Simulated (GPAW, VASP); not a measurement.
This is a calculation of FeO for VASP 6.6.1. 

File INCAR:

```
ALGO = Normal ; EDIFF = 1E-7
ENCUT = 520 ; ISIF = 2
ISMEAR = 0 ; ISPIN = 2
LASPH = T ; LCHARG = F
LDAU = T ; LDAUJ = 0 0
LDAUL = 2 -1 ; LDAUPRINT = 1
LDAUTYPE = 2 ; LDAUU = 2 0
LMAXMIX = 4 ; LMIXTAU = T
LORBIT = 11 ; LREAL = F
LWAVE = F ; MAGMOM = 3 0
METAGGA = R2SCAN ; NELM = 120
PREC = Accurate ; SIGMA = 0.05
```

File KPOINTS:

```
k-points
0
Gamma
  8 8 8
```

Contents of POSCAR:

```
FeO
1.0
    1.5176821100      0.8762341800      2.5157945800
   -1.5176821100      0.8762341800      2.5157945800
    0.0000000000     -1.7524683500      2.5157945800
Fe O
1 1
Direct
    0.0000000000      0.0000000000      0.0000000000
    0.5000000000      0.5000000000      0.5000000000
```

Potentials or basis: VASP PAW PBE potentials, release 64 (Fe, O).

Launch:

```bash
$ cat potpaw_PBE.64/Fe/POTCAR potpaw_PBE.64/O/POTCAR > POTCAR
$ mpirun -np 1 vasp_std > vasp.out
```

Problem. Translate it to GPAW 26.7.0 (ASE script). Potentials or basis there: GPAW PAW data sets (gpaw-data 1.2.1), cutoff 800 eV.

Solution. As run (cutoffs and basis follow the program's own potentials, and thresholds, step limits or extra output files can differ):

File run.py:

```python
from ase.dft.bandgap import bandgap
from ase.io import read, write
from ase.units import GPa
from gpaw import GPAW, PW

atoms = read('FeO.xyz')
atoms.set_initial_magnetic_moments([3.0, 0.0])

calc = GPAW(mode=PW(800),
            xc='MGGA_X_R2SCAN+MGGA_C_R2SCAN',
            kpts={'size': (8, 8, 8), 'gamma': True},
            occupations={'name': 'methfessel-paxton', 'order': 0, 'width': 0.05},
            setups={'Fe': ':d,2.0'},
            nbands=17,
            convergence={'density': 1e-05, 'energy': 1e-05},
            maxiter=150,
            txt='gpaw.txt')
atoms.calc = calc
energy = atoms.get_potential_energy()
forces = atoms.get_forces()
stress = atoms.get_stress()
calc.write('gs.gpw')
write('result.traj', atoms)
print(f'Energy: {energy:.6f} eV')
print('Forces (eV/A):')
print(forces.round(4))
print('Stress (GPa):', (stress / GPa).round(3))
print('Moments:', calc.get_magnetic_moments().round(3))
print('Fermi level:', round(calc.get_fermi_level(), 4), 'eV')
print(f'Gap: {bandgap(calc)[0]:.4f} eV, direct: {bandgap(calc, direct=True)[0]:.4f} eV')
```

File FeO.xyz:

```xyz
2
Lattice="1.5176821112 0.8762341755 2.5157945800 -1.5176821112 0.8762341755 2.5157945800 0.0000000000 -1.7524683509 2.5157945800" Properties=species:S:1:pos:R:3 pbc="T T T"
Fe     0.0000000000      0.0000000000      0.0000000000
O      0.0000000000      0.0000000001      3.7736918700
```

Potentials or basis: GPAW PAW data sets (gpaw-data 1.2.1), pw.

Run with:

```bash
$ OMP_NUM_THREADS=1 python run.py
```

Both were run:

|  | VASP | GPAW |
| --- | --- | --- |
| Pressure | -6.2 GPa | -4.5 GPa |
| Net moment | 4.00 μB per cell | 4.00 μB per cell |

VASP's potentials were made for PBE. GPAW's potentials were made for PBE.

The magnetic state is the one that the start led to; the real crystal's order can differ.

How U acts hangs on each program's projectors.

Pressure is positive in compression.
